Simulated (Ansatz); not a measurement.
I need a charge-density difference against the sublattices of Mg₂Ge, space group Fm-3m. Use Ansatz 0.2.0 through its Python package. Use (first run): PBEsol, PAW, cutoff 460 eV, 8×8×8 k-points, Gaussian smearing of 0.1 eV.

```
Mg Ge
1.0
     0.00000    3.18900    3.18900
     3.18900    0.00000    3.18900
     3.18900    3.18900    0.00000
Mg Ge
2 1
Direct
  0.25000 0.25000 0.25000
  0.75000 0.75000 0.75000
  0.00000 0.00000 0.00000
```

`mg2ge_drho.py`
```python
# -*- coding: utf-8 -*-
"""Density of Mg2Ge less that of its sublattices."""

import ansatz as az
import numpy as np

SCF_TOL = 1e-09
CUTOFF_EV = 460
KGRID = (8, 8, 8)

vectors0 = np.array([
    [0.0, 3.189, 3.189],
    [3.189, 0.0, 3.189],
    [3.189, 3.189, 0.0],
])
sites = [
    ("Mg", (0.25, 0.25, 0.25)),
    ("Mg", (0.75, 0.75, 0.75)),
    ("Ge", (0.0, 0.0, 0.0)),
]


def crystal_on(cell):
    crystal = az.Crystal(lattice=az.Lattice.of(cell))
    for symbol, position in sites:
        crystal = crystal.atom(symbol, position)
    return crystal

# one cutoff and one grid for all runs, so that the fields can be subtracted
def solve(crystal):
    return (
        crystal.calculation()
        .functional(az.Functional.PBESOL)
        .occupations(az.OccupationsMethod.GAUSSIAN)
        .scf(tolerance=SCF_TOL)
        .basis(CUTOFF_EV, grid_basis="typed")
        .kpoints(*KGRID)
        .density()
        .run(threads=1)
    )


whole = solve(crystal_on(vectors0))
difference = whole.density().channels[0].density_e_per_ang3.copy()
binding = whole.report["free_energy_ev"]
for element in ["Mg", "Ge"]:
    part = az.Crystal(lattice=az.Lattice.of(vectors0))
    for symbol, position in sites:
        if symbol == element:
            part = part.atom(symbol, position)
    alone = solve(part)
    difference -= alone.density().channels[0].density_e_per_ang3
    binding -= alone.report["free_energy_ev"]
    print(f"{element} sublattice: {alone.report['n_electrons']:g} electrons, {alone.report['n_iterations']} iterations")

voxel = abs(np.linalg.det(vectors0)) / difference.size
print(f"energy of the crystal less its unpolarised sublattices: {binding / len(sites):.4f} eV/atom")
print(f"net charge of the difference {difference.sum() * voxel:.5f} e, charge rearranged {0.5 * np.abs(difference).sum() * voxel:.3f} e")
print(f"extremes {difference.min():.4f} and {difference.max():.4f} e/A^3")
for (symbol, position) in sites:
    index = tuple(int(round(p * n)) % n for p, n in zip(position, difference.shape))
    print(f"  change of the pseudo-density at the grid point nearest {symbol}: {difference[index]:+.4f} e/A^3")
```

`python mg2ge_drho.py` gives:
```text
Mg sublattice: 20 electrons, 7 iterations
Ge sublattice: 14 electrons, 7 iterations
energy of the crystal less its unpolarised sublattices: -1.5730 eV/atom
net charge of the difference 0.00000 e, charge rearranged 0.716 e
extremes -0.0575 and 0.2968 e/A^3
  change of the pseudo-density at the grid point nearest Mg: -0.0201 e/A^3
  change of the pseudo-density at the grid point nearest Mg: -0.0201 e/A^3
  change of the pseudo-density at the grid point nearest Ge: +0.2968 e/A^3
```

What to keep in mind:
- Of the deposited cell: the entry's cell lengths or inner coordinates differ somewhat from later room-temperature determinations.
- The fields are valence quantities on the plane-wave grid; their values near the nuclei depend on the potentials.
- The starting cell is as deposited in a crystallographic database; the results hold for this polymorph, which needn't be the stable one.
- Charge moved counts every rearrangement, bonding and polarisation too, and is no transfer between atoms; the bare sublattices are artificial references. Values near the nuclei depend on the potentials.
- Finished in 4.3 s on 1 thread of Arm Neoverse V2, with other jobs on the host, peak memory 0.38 GiB.
